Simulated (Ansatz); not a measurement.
Suppose BP takes space group Pbcn (No. 60), with B on 8d; P on 8d. The cell of BP is invented: 4-connected net, two elements alternating.

These are results of DFT PBE, scalar-relativistic, plane waves, PAW in Ansatz, not measurements. Cutoff 420 eV, Γ-centred mesh, Gaussian smearing, no spin polarisation.

Formation energies are uncorrected and refer to the elements' standard structures at the same level. The references include black phosphorus.

Problem. Give the relaxed lattice parameters and positions.

Solution.

Space group Pbcn (No. 60). a = 6.197 Å, b = 6.349 Å, c = 5.611 Å, α = 90.00°, β = 90.00°, γ = 90.00°
| atom | site | symmetry | x | y | z |
| --- | --- | --- | --- | --- | --- |
| B | 8d | 1 | 0.8379 | 0.1406 | 0.4249 |
| P | 8d | 1 | 0.1631 | 0.8570 | 0.9295 |

Around B lie 4 P at 1.93–2.02 Å; P has 4 B at 1.93–2.02 Å. Another local minimum with the same sites may exist.

Problem. And its energy and gap?

Solution. The formation energy is −0.143 eV/atom and the gap on the 6×4×6 mesh of the 16-atom cell is 1.29 eV. Whether it is stable depends on the other phases of the system, which aren't compared here.

The last run used Gaussian smearing of 0.02 eV. Kohn–Sham gaps at this level usually fall short of measured ones. The reference form of P is held partly by dispersion forces, which this level lacks. Symmetry constrained the relaxation, so the result can be a saddle point.
